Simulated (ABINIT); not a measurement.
# GaN (F-43m) in ABINIT: notebook

One crystal, GaN, is run at these levels: LDA, PW91, HCTH407, WC; tasks: equation of state, band structure.

Everything below comes from runs of ABINIT 10.8.3 (patched build). Logs are shortened: lines on timing, memory, paths and dates and some standing lists are left out, and cuts for length are marked. The log counts tension as positive stress, the text compression.

**Experimental background.**

From a printed reference work, textbook, for a bulk crystal of GaN at 0 K: band gap 3.299 eV (direct).

How close the calculation comes is told below.

### 1 Starting point

It takes space group F-43m (No. 216, cubic). Conventional cell: a = 4.507 Å, b = 4.507 Å, c = 4.507 Å, α = 90.00°, β = 90.00°, γ = 90.00°. Ga (site symmetry -43m) has 4 N at 1.95 Å as nearest neighbours. N (site symmetry -43m) has 4 Ga at 1.95 Å as nearest neighbours.

The cell is a database's computed one.

### 2 Equation of state, LDA

run.abi

```
ndtset 7
getwfk -1
scalecart1 3*0.9795861087
scalecart2 3*0.9864848297
scalecart3 3*0.9932883884
scalecart4 3*1.0000000000
scalecart5 3*1.0066227096
scalecart6 3*1.0131594038
scalecart7 3*1.0196128224

pp_dirpath "./"
pseudos "Ga.LDA_PW-JTH.xml, N.LDA_PW-JTH.xml"

acell 3*1.0
rprim
     0.0000000000     4.2584989699     4.2584989699
     4.2584989699     0.0000000000     4.2584989699
     4.2584989699     4.2584989699     0.0000000000
ntypat 2
znucl 31 7
natom 2
typat 1 2
xred
     0.0000000000     0.0000000000     0.0000000000
     0.2500000000     0.2500000000     0.2500000000

ecut 20.0
pawecutdg 40.0

kptopt 1
ngkpt 10 10 10
nshiftk 1
shiftk 0.0 0.0 0.0

ixc 7

nband 13
occopt 3
tsmear 0.00183747

nstep 100
tolvrs 1.0e-9

iomode 3
prtwf 1
prtden 0
prteig 0
prtebands 0
enunit 1
```

Potentials or basis: JTH PAW LDA v2.0.

Run with:

```bash
> abinit run.abi > log 2>&1
```

run.abo:

```text
.Version 10.8.3 of ABINIT
 DATASET    1 : space group F-4 3 m (#216); Bravais cF (face-center cubic)
================================================================================
 Values of the parameters that define the memory need for DATASET  1.
     intxc =       0    ionmov =       0      iscf =      17    lmnmax =      18
     lnmax =       6     mgfft =      24  mpssoang =       3    mqgrid =    3001
     natom =       2  nloc_mem =       2    nspden =       1   nspinor =       1
    nsppol =       1      nsym =      24    n1xccc =       1    ntypat =       2
    occopt =       3   xclevel =       1
       mpw =         635          nfft =       13824          nkpt =          47
 PAW method is used; the additional fine FFT grid is defined by:
   mgfftf=        36    nfftf =     46656
================================================================================
================================================================================
[... 71 lines left out ...]
 DATASET    7 : space group F-4 3 m (#216); Bravais cF (face-center cubic)
================================================================================
 Values of the parameters that define the memory need for DATASET  7.
     intxc =       0    ionmov =       0      iscf =      17    lmnmax =      18
     lnmax =       6     mgfft =      27  mpssoang =       3    mqgrid =    3001
     natom =       2  nloc_mem =       2    nspden =       1   nspinor =       1
    nsppol =       1      nsym =      24    n1xccc =       1    ntypat =       2
    occopt =       3   xclevel =       1
       mpw =         711          nfft =       19683          nkpt =          47
 PAW method is used; the additional fine FFT grid is defined by:
   mgfftf=        36    nfftf =     46656
================================================================================
================================================================================

--------------------------------------------------------------------------------
------------- Echo of variables that govern the present computation ------------
--------------------------------------------------------------------------------
 -outvars: echo values of preprocessed input variables --------
            acell      1.0000000000E+00  1.0000000000E+00  1.0000000000E+00 Bohr
              amu      6.97230000E+01  1.40067400E+01
             ecut      2.00000000E+01 Hartree
           enunit           1
           getwfk          -1
              ixc           7
           jdtset        1    2    3    4    5    6    7
         kptrlatt       10    0    0      0   10    0      0    0   10
          kptrlen1     5.89948583E+01
          kptrlen2     5.94103287E+01
          kptrlen3     5.98200681E+01
          kptrlen4     6.02242700E+01
          kptrlen5     6.06231178E+01
          kptrlen6     6.10167855E+01
          kptrlen7     6.14054379E+01
            natom           2
            nband          13
           ndtset           7
            ngfft1         24      24      24
            ngfft2         24      24      24
            ngfft3         27      27      27
            ngfft4         27      27      27
            ngfft5         27      27      27
            ngfft6         27      27      27
            ngfft7         27      27      27
          ngfftdg          36      36      36
             nkpt          47
            nstep         100
             nsym          24
           ntypat           2
           occopt           3
        pawecutdg      4.00000000E+01 Hartree
           prtden           0
        prtebands           0
           prteig           0
            rprim1     0.0000000000E+00  4.1715664348E+00  4.1715664348E+00
                       4.1715664348E+00  0.0000000000E+00  4.1715664348E+00
                       4.1715664348E+00  4.1715664348E+00  0.0000000000E+00
            rprim2     0.0000000000E+00  4.2009446311E+00  4.2009446311E+00
                       4.2009446311E+00  0.0000000000E+00  4.2009446311E+00
                       4.2009446311E+00  4.2009446311E+00  0.0000000000E+00
            rprim3     0.0000000000E+00  4.2299175788E+00  4.2299175788E+00
                       4.2299175788E+00  0.0000000000E+00  4.2299175788E+00
                       4.2299175788E+00  4.2299175788E+00  0.0000000000E+00
            rprim4     0.0000000000E+00  4.2584989699E+00  4.2584989699E+00
                       4.2584989699E+00  0.0000000000E+00  4.2584989699E+00
                       4.2584989699E+00  4.2584989699E+00  0.0000000000E+00
            rprim5     0.0000000000E+00  4.2867017719E+00  4.2867017719E+00
                       4.2867017719E+00  0.0000000000E+00  4.2867017719E+00
                       4.2867017719E+00  4.2867017719E+00  0.0000000000E+00
            rprim6     0.0000000000E+00  4.3145382774E+00  4.3145382774E+00
                       4.3145382774E+00  0.0000000000E+00  4.3145382774E+00
                       4.3145382774E+00  4.3145382774E+00  0.0000000000E+00
            rprim7     0.0000000000E+00  4.3420201539E+00  4.3420201539E+00
                       4.3420201539E+00  0.0000000000E+00  4.3420201539E+00
                       4.3420201539E+00  4.3420201539E+00  0.0000000000E+00
          spgroup         216
           tolvrs      1.00000000E-09
           tsmear      1.83747000E-03 Hartree
            typat      1  2
           useylm           1
           xangst1     0.0000000000E+00  0.0000000000E+00  0.0000000000E+00
                       1.1037489448E+00  1.1037489448E+00  1.1037489448E+00
           xangst2     0.0000000000E+00  0.0000000000E+00  0.0000000000E+00
                       1.1115220808E+00  1.1115220808E+00  1.1115220808E+00
           xangst3     0.0000000000E+00  0.0000000000E+00  0.0000000000E+00
                       1.1191879926E+00  1.1191879926E+00  1.1191879926E+00
           xangst4     0.0000000000E+00  0.0000000000E+00  0.0000000000E+00
                       1.1267503030E+00  1.1267503030E+00  1.1267503030E+00
           xangst5     0.0000000000E+00  0.0000000000E+00  0.0000000000E+00
                       1.1342124430E+00  1.1342124430E+00  1.1342124430E+00
           xangst6     0.0000000000E+00  0.0000000000E+00  0.0000000000E+00
                       1.1415776652E+00  1.1415776652E+00  1.1415776652E+00
           xangst7     0.0000000000E+00  0.0000000000E+00  0.0000000000E+00
                       1.1488490566E+00  1.1488490566E+00  1.1488490566E+00
            xcart1     0.0000000000E+00  0.0000000000E+00  0.0000000000E+00
                       2.0857832174E+00  2.0857832174E+00  2.0857832174E+00
            xcart2     0.0000000000E+00  0.0000000000E+00  0.0000000000E+00
                       2.1004723155E+00  2.1004723155E+00  2.1004723155E+00
            xcart3     0.0000000000E+00  0.0000000000E+00  0.0000000000E+00
                       2.1149587894E+00  2.1149587894E+00  2.1149587894E+00
            xcart4     0.0000000000E+00  0.0000000000E+00  0.0000000000E+00
                       2.1292494849E+00  2.1292494849E+00  2.1292494849E+00
            xcart5     0.0000000000E+00  0.0000000000E+00  0.0000000000E+00
                       2.1433508860E+00  2.1433508860E+00  2.1433508860E+00
            xcart6     0.0000000000E+00  0.0000000000E+00  0.0000000000E+00
                       2.1572691387E+00  2.1572691387E+00  2.1572691387E+00
            xcart7     0.0000000000E+00  0.0000000000E+00  0.0000000000E+00
                       2.1710100769E+00  2.1710100769E+00  2.1710100769E+00
             xred      0.0000000000E+00  0.0000000000E+00  0.0000000000E+00
                       2.5000000000E-01  2.5000000000E-01  2.5000000000E-01
            znucl       31.00000    7.00000

================================================================================

 chkinp: Checking input parameters for consistency, jdtset=   1.

 chkinp: Checking input parameters for consistency, jdtset=   2.
[... 40 lines left out ...]
 getcut: wavevector=  0.0000  0.0000  0.0000  ngfft=  36  36  36
         ecut(hartree)=     40.000   => boxcut(ratio)=   2.14335

--- Pseudopotential description ------------------------------------------------
- pspini: atom type   1  psp file is ./Ga.LDA_PW-JTH.xml
 Pseudopotential format is: paw10
 basis_size (lnmax)=  6 (lmn_size= 18), orbitals=   0   0   1   1   2   2
 Spheres core radius: rc_sph= 2.10359248
 Shapefunction is BESSEL type: shapef(r,l)=aa(1,l)*jl(q(1,l)*r)+aa(2,l)*jl(q(2,l)*r)
 Radius for shape functions =  1.80829011
 Compensation charge density is not taken into account in XC energy/potential

- pspini: atom type   2  psp file is ./N.LDA_PW-JTH.xml
 Pseudopotential format is: paw10
 basis_size (lnmax)=  4 (lmn_size=  8), orbitals=   0   0   1   1
 Spheres core radius: rc_sph= 1.20497474
 Shapefunction is SIN type: shapef(r)=[sin(pi*r/rshp)/(pi*r/rshp)]**2
 Radius for shape functions =  1.00243812
 Compensation charge density is not taken into account in XC energy/potential

   4.53888622E+02                                ecore*ucvol(ha*bohr**3)
--------------------------------------------------------------------------------

================================================================================

--- !BeginCycle
iteration_state: {dtset: 1, }
solver: {iscf: 17, nstep: 100, nline: 4, wfoptalg: 10, }
tolerances: {tolvrs: 1.00E-09, }
...
[... 1222 lines left out ...]
-Cartesian components of stress tensor (GPa)         [Pressure= -1.8897E+01 GPa]
- sigma(1 1)=  1.88967022E+01  sigma(3 2)=  0.00000000E+00
- sigma(2 2)=  1.88967022E+01  sigma(3 1)=  0.00000000E+00
- sigma(3 3)=  1.88967022E+01  sigma(2 1)=  0.00000000E+00

== END DATASET(S) ==============================================================
================================================================================

 -outvars: echo values of variables after computation  --------
            acell      1.0000000000E+00  1.0000000000E+00  1.0000000000E+00 Bohr
           etotal1    -8.9376909854E+01
           etotal2    -8.9377286765E+01
           etotal3    -8.9377219134E+01
           etotal4    -8.9376740038E+01
           etotal5    -8.9375881059E+01
           etotal6    -8.9374757272E+01
           etotal7    -8.9373291643E+01
            fcart1    -0.0000000000E+00 -0.0000000000E+00 -0.0000000000E+00
                      -0.0000000000E+00 -0.0000000000E+00 -0.0000000000E+00
            fcart2    -1.2518786043E-31 -1.2518786043E-31  3.7556358129E-31
                       1.2518786043E-31  1.2518786043E-31 -3.7556358129E-31
            fcart3    -0.0000000000E+00 -0.0000000000E+00 -0.0000000000E+00
                      -0.0000000000E+00 -0.0000000000E+00 -0.0000000000E+00
            fcart4    -1.2349592518E-31 -1.2349592518E-31  3.7048777553E-31
                       1.2349592518E-31  1.2349592518E-31 -3.7048777553E-31
            fcart5     4.9073371382E-31  2.4536685691E-31 -9.8146742765E-31
                      -4.9073371382E-31 -2.4536685691E-31  9.8146742765E-31
[... 38 lines left out ...]
                       0.0000000000E+00  0.0000000000E+00  0.0000000000E+00
           xangst1     0.0000000000E+00  0.0000000000E+00  0.0000000000E+00
                       1.1037489448E+00  1.1037489448E+00  1.1037489448E+00
           xangst2     0.0000000000E+00  0.0000000000E+00  0.0000000000E+00
                       1.1115220808E+00  1.1115220808E+00  1.1115220808E+00
           xangst3     0.0000000000E+00  0.0000000000E+00  0.0000000000E+00
                       1.1191879926E+00  1.1191879926E+00  1.1191879926E+00
           xangst4     0.0000000000E+00  0.0000000000E+00  0.0000000000E+00
                       1.1267503030E+00  1.1267503030E+00  1.1267503030E+00
           xangst5     0.0000000000E+00  0.0000000000E+00  0.0000000000E+00
                       1.1342124430E+00  1.1342124430E+00  1.1342124430E+00
           xangst6     0.0000000000E+00  0.0000000000E+00  0.0000000000E+00
                       1.1415776652E+00  1.1415776652E+00  1.1415776652E+00
           xangst7     0.0000000000E+00  0.0000000000E+00  0.0000000000E+00
                       1.1488490566E+00  1.1488490566E+00  1.1488490566E+00
             xred      0.0000000000E+00  0.0000000000E+00  0.0000000000E+00
                       2.5000000000E-01  2.5000000000E-01  2.5000000000E-01
 Calculation completed.
```

It took 71 s on 1 thread of Arm Neoverse V2, shared host; peak memory 0.12 GiB.

Results:

- Equilibrium volume: 11.06 Å³/atom
- Bulk modulus: 201 GPa
- Pressure derivative of the bulk modulus: 4.6 (rough: it moves with the points fitted)

Energy against volume, from the lowest point:
| volume (Å³/atom) | energy (meV/atom) |
| --- | --- |
| 10.757 | 5.13 |
| 10.986 | 0.00 |
| 11.215 | 0.92 |
| 11.444 | 7.44 |
| 11.673 | 19.13 |
| 11.902 | 34.42 |
| 12.131 | 54.36 |

Caveat: the cutoff is too short for stress, so the log's stress isn't used; pressures at fixed basis lie under the slope of the energies.

(Part 1 of 2 ends here.)
